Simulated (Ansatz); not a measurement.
CaO (wurtzite) (no longer in that coordination), relaxed with r2SCAN: 8 runs in Ansatz, each a construction of maximally localised Wannier functions. It is hexagonal, P6_3/mmc (No. 194); conventional cell a = 3.981 Å, c = 4.770 Å, 16.37 Å³ an atom. Ca has 5 O at 2.30–2.39 Å; O has 5 Ca at 2.30–2.39 Å. All values are calculated for a non-magnetic cell, which may be hypothetical.

```
Ca O
1.0
     3.98084    0.00000    0.00000
    -1.99042    3.44751    0.00000
     0.00000    0.00000    4.77044
Ca O
2 2
Direct
  0.33333 0.66667 0.93750
  0.66667 0.33333 0.43750
  0.33333 0.66667 0.43750
  0.66667 0.33333 0.93750
```

Windows count from the top of the filled bands; a dash means that no such window was set (without an outer window there is no disentanglement). Rows marked drawn have settings drawn at random (some not listed).

| functional | SCF mesh | trial orbitals | functions | mesh | window (eV) | frozen (eV) | settings | Ω total (Å²) | Ω invariant (Å²) | largest spread (Å²) | least projectability | interpolation miss of the model's filled bands (eV, to the nearest computed level) |
| --- | --- | --- | --- | --- | --- | --- | --- | --- | --- | --- | --- | --- |
| PBE | 6×6×4 | O s, O p | 8 | 6×6×4 | – | – | chosen | 8.55 | 7.57 | 1.08 | 0.89 | 0.013 |
| PBE | 6×6×4 | O s, O p | 8 | 6×6×2 | – | – | chosen | 8.17 | 7.23 | 1.04 | 0.89 | 0.126 |
| PBE | 6×6×4 | O s, O p | 8 | 6×6×6 | – | – | chosen | 8.63 | 7.64 | 1.08 | 0.89 | 0.002 |
| PBE | 6×6×4 | O p | 6 | 6×6×4 | – | – | chosen | 7.08 | 7.04 | 1.20 | 0.89 | 0.013 |
| r2SCAN | 6×6×4 | O s, O p | 8 | 6×6×4 | – | – | chosen | 8.62 | 7.66 | 1.09 | 0.86 | 0.011 |
| r2SCAN | 6×6×4 | O p | 6 | 6×6×4 | – | – | chosen | 6.87 | 6.83 | 1.16 | 0.90 | 0.011 |
| HSE06 | 6×6×4 | O s, O p | 8 | 6×6×4 | – | – | chosen | 8.52 | 7.55 | 1.07 | 0.85 | – |
| PBE | 6×6×4 | O p (plain search) | 6 | 6×6×4 | – | – | drawn | 7.08 | 7.04 | 1.20 | 0.89 | 0.013 |

For O s, O p with PBE the spread goes 8.17 Å² (6×6×2), 8.55 Å² (6×6×4), 8.63 Å² (6×6×6): finite differences on a coarse mesh understate it.
